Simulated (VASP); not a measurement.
# TePt (R-3m) in VASP: band structure with PBEsol

Aim: the band structure of TePt with PBEsol.

Everything below comes from runs of VASP 6.6.1. Logs are shortened: lines on timing, memory, paths and dates and some standing lists are left out, and cuts for length are marked.

## (1) The crystal as given

The structure is trigonal, space group R-3m (No. 166). Conventional cell: a = 3.924 Å, b = 3.924 Å, c = 19.161 Å, α = 90.00°, β = 90.00°, γ = 120.00°. Around Te (site symmetry 3m) lie 3 Pt at 2.58 Å. Pt (site symmetry 3m) has 3 Te at 2.58 Å and 3 Pt at 2.68 Å as nearest neighbours.

## (2) Band structure, PBEsol

Contents of INCAR:

```
SYSTEM = TePt
PREC = Accurate
ENCUT = 520
EDIFF = 1E-7
ISMEAR = 0
SIGMA = 0.1
LREAL = .FALSE.
LASPH = .TRUE.
NELM = 80
ALGO = Fast
ISIF = 2
LWAVE = .FALSE.
LCHARG = .FALSE.
LMAXMIX = 4
GGA = PS
NBANDS = 24
```

Contents of KPOINTS:

```
Automatic mesh
0
G
  12 12 12
  0 0 0
```

Contents of POSCAR:

```
TePt
1.0
    1.9620350000      1.1327810000      6.3868560000
   -1.9620350000      1.1327810000      6.3868560000
    0.0000000000     -2.2655630000      6.3868560000
Te Pt
2 2
Direct
    0.6018256000      0.6018256000      0.6018256000
    0.3981744000      0.3981744000      0.3981744000
    0.8708207000      0.8708207000      0.8708207000
    0.1291793000      0.1291793000      0.1291793000
```

Contents of KPOINTS_OPT:

```
path GLB1,BZGX,QFP1Z,LP
10
line-mode
reciprocal
 0.0000000000  0.0000000000  0.0000000000  G
 0.5000000000  0.0000000000  0.0000000000  L

 0.5000000000  0.0000000000  0.0000000000  L
 0.5000000000  0.1876380304 -0.1876380304  B1

 0.8123619696  0.5000000000  0.1876380304  B
 0.5000000000  0.5000000000  0.5000000000  Z

 0.5000000000  0.5000000000  0.5000000000  Z
 0.0000000000  0.0000000000  0.0000000000  G

 0.0000000000  0.0000000000  0.0000000000  G
 0.3438190152  0.0000000000 -0.3438190152  X

 0.6561809848  0.3438190152  0.0000000000  Q
 0.5000000000  0.5000000000  0.0000000000  F

 0.5000000000  0.5000000000  0.0000000000  F
 0.6561809848  0.6561809848  0.1876380304  P1

 0.6561809848  0.6561809848  0.1876380304  P1
 0.5000000000  0.5000000000  0.5000000000  Z

 0.5000000000  0.0000000000  0.0000000000  L
 0.8123619696  0.3438190152  0.3438190152  P
```

Potentials or basis: VASP PAW PBE potentials, release 64 (Te, Pt).

Launch:

```bash
> cat potpaw_PBE.64/Te/POTCAR potpaw_PBE.64/Pt/POTCAR > POTCAR
> mpirun -np 1 vasp_std > vasp.out
```

OUTCAR:

```text
SYSTEM = TePt
   PREC = Accurate
   ENCUT = 520
   EDIFF = 1E-7
   ISMEAR = 0
   LREAL = .FALSE.
   LASPH = .TRUE.
   NELM = 80
   ISIF = 2
   GGA = PS

 ion  position               nearest neighbor table
   1  0.602  0.602  0.602-   3 2.58   3 2.58   3 2.58   2 3.36   2 3.36   2 3.36   4 3.50   4 3.50
                             4 3.50
   2  0.398  0.398  0.398-   4 2.58   4 2.58   4 2.58   1 3.36   1 3.36   1 3.36   3 3.50   3 3.50
                             3 3.50
   3  0.871  0.871  0.871-   1 2.58   1 2.58   1 2.58   4 2.68   4 2.68   4 2.68   2 3.50   2 3.50
                             2 3.50
   4  0.129  0.129  0.129-   2 2.58   2 2.58   2 2.58   3 2.68   3 2.68   3 2.68   1 3.50   1 3.50
                             1 3.50

  LATTYP: Found a trigonal (rhomboedric) cell.
 ALAT       =     6.7767767928
 COS(alpha) =     0.8323524800

  Lattice vectors:

 A1 = (   1.9620350000,   1.1327810000,   6.3868560000)
 A2 = (  -1.9620350000,   1.1327810000,   6.3868560000)
 A3 = (   0.0000000000,  -2.2655630000,   6.3868560000)

Analysis of symmetry for initial positions (statically):
=====================================================================
 Subroutine PRICEL returns:
 Original cell was already a primitive cell.

 Routine SETGRP: Setting up the symmetry group for a
 trigonal (rhombohedral) supercell.

 Subroutine GETGRP returns: Found 12 space group operations
 (whereof 12 operations were pure point group operations)
 out of a pool of 12 trial point group operations.

The static configuration has the point symmetry D_3d.

Analysis of symmetry for dynamics (positions and initial velocities):
=====================================================================
 Subroutine PRICEL returns:
 Original cell was already a primitive cell.

 Routine SETGRP: Setting up the symmetry group for a
 trigonal (rhombohedral) supercell.

 Subroutine GETGRP returns: Found 12 space group operations
 (whereof 12 operations were pure point group operations)
 out of a pool of 12 trial point group operations.

The dynamic configuration has the point symmetry D_3d.

 Subroutine INISYM returns: Found 12 space group operations
 (whereof 12 operations are pure point group operations),
 and found     1 'primitive' translations

----------------------------------------------------------------------------------------

                                     Primitive cell

  volume of cell :      85.1709

  direct lattice vectors                    reciprocal lattice vectors
     1.962035000  1.132781000  6.386856000     0.254837452  0.147130485  0.052190527
    -1.962035000  1.132781000  6.386856000    -0.254837452  0.147130485  0.052190527
     0.000000000 -2.265563000  6.386856000     0.000000000 -0.294260969  0.052190504

  length of vectors
     6.776776793  6.776776793  6.776776909     0.298853405  0.298853405  0.298853420

  position of ions in fractional coordinates (direct lattice)
     0.601825600  0.601825600  0.601825600
     0.398174400  0.398174400  0.398174400
     0.870820700  0.870820700  0.870820700
     0.129179300  0.129179300  0.129179300

  ion indices of the primitive-cell ions
   primitive index   ion index
                 1           1
                 2           2
                 3           3
                 4           4

----------------------------------------------------------------------------------------

 KPOINTS: Automatic mesh

Automatic generation of k-mesh.
 Grid dimensions read from file:
 generate k-points for:   12   12   12

 Generating k-lattice:

  Cartesian coordinates                     Fractional coordinates (reciprocal lattice)
     0.021236454  0.012260874  0.004349211     0.083333333 -0.000000000  0.000000000
    -0.021236454  0.012260874  0.004349211    -0.000000000  0.083333333  0.000000000
     0.000000000 -0.024521747  0.004349209     0.000000000  0.000000000  0.083333333

  Length of vectors
     0.024904450  0.024904450  0.024904452

  Shift w.r.t. Gamma in fractional coordinates (k-lattice)
     0.000000000  0.000000000  0.000000000

 Subroutine IBZKPT returns following result:
 ===========================================

 Found    189 irreducible k-points:

 Following reciprocal coordinates:
            Coordinates               Weight
  0.000000  0.000000  0.000000      1.000000
  0.083333  0.000000  0.000000      6.000000
  0.166667  0.000000  0.000000      6.000000
  0.250000  0.000000  0.000000      6.000000
  0.333333  0.000000  0.000000      6.000000
  0.416667  0.000000  0.000000      6.000000
[... 16 lines left out ...]
  0.500000  0.166667  0.000000     12.000000
 -0.416667  0.166667  0.000000     12.000000
 [... further k-points ...]
   k-points           NKPTS =    189   k-points in BZ     NKDIM =    189   number of bands    NBANDS=     24
   number of dos      NEDOS =    301   number of ions     NIONS =      4
   total plane-waves  NPLWV = 125000
   dimension x,y,z NGX =    50 NGY =   50 NGZ =   50
   dimension x,y,z NGXF=   100 NGYF=  100 NGZF=  100
   ions per type =               2   2
   NGX,Y,Z   is equivalent  to a cutoff of  12.27, 12.27, 12.27 a.u.
   NGXF,Y,Z  is equivalent  to a cutoff of  24.53, 24.53, 24.53 a.u.
 SYSTEM =  TePt
   PREC   = accura    normal or accurate (medium, high low for compatibility)
   ISTART =      0    job   : 0-new  1-cont  2-samecut
   ICHARG =      2    charge: 1-file 2-atom 10-const
   ISPIN  =      1    spin polarized calculation?
   LNONCOLLINEAR =      F non collinear calculations
   LSORBIT =      F    spin-orbit coupling
   LASPH  =      T    aspherical Exc in radial PAW
   ENCUT  =  520.0 eV  38.22 Ry    6.18 a.u.  12.60 12.60 12.60*2*pi/ulx,y,z
   NELM   =     80;   NELMIN=  2; NELMDL= -5     # of ELM steps
   EDIFF  = 0.1E-06   stopping-criterion for ELM
   LREAL  =      F    real-space projection
   EDIFFG = 0.1E-05   stopping-criterion for IOM
   NSW    =      0    number of steps for IOM
   IBRION =     -1    ionic relax: 0-MD 1-quasi-New 2-CG
   NFREE  =      0    steps in history (QN), initial steepest desc. (CG)
   ISIF   =      2    stress and relaxation
   ISYM   =      2    0-nonsym 1-usesym 2-fastsym
   POTIM  = 0.5000    time-step for ionic-motion
   TEBEG  =    0.0;   TEEND  =   0.0 temperature during run
   PSTRESS=    0.0 pullay stress
   NELECT =      32.0000    total number of electrons
   NUPDOWN=      -1.0000    fix difference up-down
   EMIN   =  10.00;   EMAX   =-10.00  energy-range for DOS
   EFERMI =   0.00;   METHOD = LEGACY
   ISMEAR =     0;   SIGMA  =   0.10  broadening in eV -4-tet -1-fermi 0-gaus
   EFERMI_NEDOS =   21; number of points for ismear=-14 and -15
   IALGO  =     68    algorithm
   IMIX   =      4    mixing-type and parameters
     AMIX     =   0.40;   BMIX     =  1.00
     AMIX_MAG =   1.60;   BMIX_MAG =  1.00
  volume/ion in A,a.u.               =      21.29       143.69
  Fermi-wavevector in a.u.,A,eV,Ry     =   1.181302  2.232338 18.986595  1.395475
  Thomas-Fermi vector in A             =   2.317578
   LORBIT       =      0    0 simple, 1 ext, 2 COOP (PROOUT), +10 PAW based schemes
   GGA     = PS    functional components
   LHFCALC =     F    Hartree Fock is set to
   AEXX    =    0.0000 exact exchange contribution
   IVDW    =     0    specifies the selected vdW correction
   LEPSILON=     F    determine dielectric tensor
   LRPA    =     F    only Hartree local field effects (RPA)
 non-spin polarized calculation
 RMM-DIIS sequential band-by-band and
 Gauss-broadening in eV      SIGMA  =   0.10
  energy-cutoff  :      520.00
  volume of cell :       85.17
 maximum number of plane-waves:      2322
   NGX = 25   NGY = 25   NGZ = 25

 number of electron      32.0000000 magnetization

 Free energy of the ion-electron system (eV)
  ---------------------------------------------------
  ext. energy  EPLUGINS =         0.00000000
  ---------------------------------------------------
  free energy    TOTEN  =       -22.30312794 eV

  energy without entropy =      -22.29384078  energy(sigma->0) =      -22.29848436

 E-fermi :   9.1572     XC(G=0): -11.3898

 val. band max:        9.1499611910   @ k =   0.1667   0.1667   0.1667
 cond. band min:       9.1616604750   @ k =   0.4167   0.0833   0.0000
 fundamental gap:      0.0116992840
 Fermi energy:         9.1572252591

 k-point     1 :       0.0000    0.0000    0.0000
  band No.  band energies     occupation
      1      -4.6104      2.00000
      2      -2.5913      2.00000
      3       1.9157      2.00000
      4       3.4602      2.00000
      5       3.4602      2.00000
      6       4.1956      2.00000
[... 16 lines left out ...]
     23      15.4912      0.00000
     24      16.9521      0.00000

 k-point     2 :       0.0833    0.0000    0.0000
  band No.  band energies     occupation
      1      -4.5332      2.00000
      2      -2.5711      2.00000
      3       2.0009      2.00000
      4       3.4747      2.00000
      5       3.5125      2.00000
      6       4.0908      2.00000
[... 16 lines left out ...]
     23      15.7099      0.00000
     24      16.3241      0.00000

 k-point     3 :       0.1667    0.0000    0.0000
  band No.  band energies     occupation
      1      -4.3107      2.00000
      2      -2.5093      2.00000
      3       2.2144      2.00000
      4       3.5297      2.00000
      5       3.5457      2.00000
      6       3.8850      2.00000
[... 16 lines left out ...]
     23      16.2282      0.00000
     24      16.5209      0.00000

 k-point     4 :       0.2500    0.0000    0.0000
  band No.  band energies     occupation
      1      -3.9721      2.00000
      2      -2.4132      2.00000
      3       2.4274      2.00000
      4       3.0950      2.00000
      5       3.6375      2.00000
      6       4.1124      2.00000
[... 16 lines left out ...]
     23      16.8278      0.00000
     24      17.1266      0.00000

 k-point     5 :       0.3333    0.0000    0.0000
  band No.  band energies     occupation
      1      -3.5702      2.00000
      2      -2.3218      2.00000
      3       2.4205      2.00000
      4       2.7146      2.00000
      5       3.7934      2.00000
      6       4.4396      2.00000
[... 16 lines left out ...]
     23      17.3607      0.00000
     24      18.0704      0.00000

 k-point     6 :       0.4167    0.0000    0.0000
  band No.  band energies     occupation
      1      -3.1921      2.00000
      2      -2.3024      2.00000
      3       2.2631      2.00000
      4       2.5870      2.00000
      5       3.9695      2.00000
      6       4.6764      2.00000
[... 16 lines left out ...]
     23      18.2513      0.00000
     24      18.5648      0.00000
[... 379 lines left out ...]
 k-point    21 :       0.3333    0.1667    0.0000
  band No.  band energies     occupation
      1      -3.7378      2.00000
      2      -2.4569      2.00000
      3       2.7576      2.00000
      4       2.9021      2.00000
      5       3.7984      2.00000
      6       4.0921      2.00000
[... 16 lines left out ...]
     23      16.2337      0.00000
     24      16.5167      0.00000

 k-point    22 :       0.4167    0.1667    0.0000
  band No.  band energies     occupation
      1      -3.3703      2.00000
      2      -2.3598      2.00000
      3       2.5277      2.00000
      4       2.8730      2.00000
      5       3.7869      2.00000
      6       4.2402      2.00000
[... 16 lines left out ...]
     23      16.8197      0.00000
     24      17.0480      0.00000

 k-point    23 :       0.5000    0.1667    0.0000
  band No.  band energies     occupation
      1      -3.0379      2.00000
      2      -2.3205      2.00000
      3       2.4123      2.00000
      4       2.8204      2.00000
      5       3.7874      2.00000
      6       4.3140      2.00000
[... 16 lines left out ...]
     23      16.9091      0.00000
     24      18.0053      0.00000

 k-point    24 :      -0.4167    0.1667    0.0000
  band No.  band energies     occupation
      1      -2.8977      2.00000
      2      -2.3159      2.00000
      3       2.4482      2.00000
      4       2.7223      2.00000
      5       3.7834      2.00000
      6       4.3207      2.00000
[... 16 lines left out ...]
     23      17.0729      0.00000
     24      18.7565      0.00000

 [... further k-points ...]

------------------------ aborting loop because EDIFF is reached ----------------------------------------

  FORCE on cell =-STRESS in cart. coord.  units (eV):
  Direction    XX          YY          ZZ          XY          YZ          ZX
  --------------------------------------------------------------------------------------
  -------------------------------------------------------------------------------------
  Total        2.3199650      2.3199646      2.3353167      0.0000000     -0.0000001      0.0000000
  in kB       43.6416144     43.6416065     43.9303996      0.0000000     -0.0000023      0.0000000
  external PRESSURE =      43.7378735 kB  Pullay stress =       0.0000000 kB

 VOLUME and BASIS-vectors are now :
 -----------------------------------------------------------------------------
  energy-cutoff  :      520.00
  volume of cell :       85.17
      direct lattice vectors                 reciprocal lattice vectors
     1.962035000  1.132781000  6.386856000     0.254837452  0.147130485  0.052190527
    -1.962035000  1.132781000  6.386856000    -0.254837452  0.147130485  0.052190527
     0.000000000 -2.265563000  6.386856000     0.000000000 -0.294260969  0.052190504

 POSITION                                       TOTAL-FORCE (eV/Angst)
 -----------------------------------------------------------------------------------
      0.00000     -0.00000     11.53132         0.000000      0.000000     -0.016379
      0.00000     -0.00000      7.62925         0.000000     -0.000000      0.016379
      0.00000     -0.00000     16.68542         0.000000      0.000000     -0.008533
      0.00000     -0.00000      2.47515         0.000000     -0.000000      0.008533
 -----------------------------------------------------------------------------------
    total drift:                               -0.000000      0.000000     -0.000000

  FREE ENERGIE OF THE ION-ELECTRON SYSTEM (eV)
  ---------------------------------------------------
  free  energy   TOTEN  =       -22.3031279360 eV

  energy  without entropy=      -22.2938407795  energy(sigma->0) =      -22.29848436
```

It took 8.9 min on 1 thread of Intel Xeon 6975P-C (Granite Rapids), shared host; peak memory 0.75 GiB.

Results:

```
Free energy             : -22.3031 eV
Pressure                : 4.4 GPa
Largest force           : 0.016 eV/Å
Band gap along the path : none (metal or under the smearing width)
```

Forces on the atoms (eV/Å):
```
Te   0.000  0.000 -0.016
Te   0.000  0.000  0.016
Pt   0.000  0.000 -0.009
Pt   0.000  0.000  0.009
```

Levels at the corners of the path, in eV from the Fermi level:
```
point  band 13  band 14  band 15  band 16  band 17  band 18  band 19  band 20
    Γ    -1.75     0.47     0.47     1.08     1.40     3.05     3.05     4.74
    L    -2.54    -2.03    -1.87    -0.97     0.36     1.17     2.08     4.00
    L    -2.54    -2.03    -1.87    -0.97     0.36     1.17     2.08     4.00
   B1    -2.35    -2.07    -1.30    -1.22    -0.21     1.23     3.58     3.60
    B    -2.35    -2.07    -1.30    -1.22    -0.21     1.23     3.58     3.60
    Z    -1.70    -1.68     1.32     1.32     1.73     1.73     3.78     4.49
    Z    -1.70    -1.68     1.32     1.32     1.73     1.73     3.78     4.49
    Γ    -1.75     0.47     0.47     1.08     1.40     3.05     3.05     4.74
    Γ    -1.75     0.47     0.47     1.08     1.40     3.05     3.05     4.74
    X    -2.33    -2.08    -1.57    -0.67    -0.66     1.30     3.19     4.48
    Q    -2.33    -2.08    -1.57    -0.67    -0.66     1.30     3.19     4.48
    F    -2.51    -2.00    -1.76    -1.45    -1.09     2.85     4.28     4.94
    F    -2.51    -2.00    -1.76    -1.45    -1.09     2.85     4.28     4.94
   P1    -2.28    -1.77    -1.76    -1.56    -0.82     2.46     3.04     4.93
   P1    -2.28    -1.77    -1.76    -1.56    -0.82     2.46     3.04     4.93
    Z    -1.70    -1.68     1.32     1.32     1.73     1.73     3.78     4.49
    L    -2.54    -2.03    -1.87    -0.97     0.36     1.17     2.08     4.00
    P    -2.28    -1.77    -1.76    -1.56    -0.82     2.46     3.04     4.93
```

Caveat: the PAW data sets were made with another functional, which shifts forces and pressure a little; spin-orbit coupling is left out, which moves the levels of the heavy elements.
